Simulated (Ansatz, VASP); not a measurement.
HfSi3 in VASP and in Ansatz

```
Hf Si
1.0
     0.00000    3.22855    3.22855
     3.22855    0.00000    3.22855
     3.22855    3.22855    0.00000
Hf Si
1 3
Direct
  0.00000 0.00000 0.00000
  0.25000 0.25000 0.25000
  0.75000 0.75000 0.75000
  0.50000 0.50000 0.50000
```

Change from the starting cell: species swapped into the Ti3Os type (Fm-3m, No. 225).

Alike in both runs: functional PBE; k mesh 12 × 12 × 12; occupations gaussian, width 0.1 eV; no spin polarisation.

Ansatz relaxed the structure, and its values are those at the end. VASP's run is a single point on that final structure, the one shown.

|  | VASP | Ansatz |
| --- | --- | --- |
| version | VASP 6.6.1 | Ansatz 0.2.0 |
| potentials or method | VASP PAW PBE potentials, release 64 (Hf_pv, Si) | scalar-relativistic, plane waves, PAW |
| plane-wave cutoff (eV) | 520 | 420 |
| valence electrons in the cell | 22 | 38 |

VASP gave:

```
gap on the k mesh at the Fermi level (eV) : none
pressure (GPa)                            : -0.2
```

**Question.** Which values does Ansatz return?

**Answer.** gap on the k mesh at the Fermi level (eV): none; pressure (GPa): 0.0.

A gap of «none» marks a metal or a gap that the smearing closes. The functional is the same, so the differences come from potentials, cutoffs and numerics. The two sets of potentials don't hold the same shells in valence.

The runs have no spin-orbit coupling, so splittings on Hf are missing.
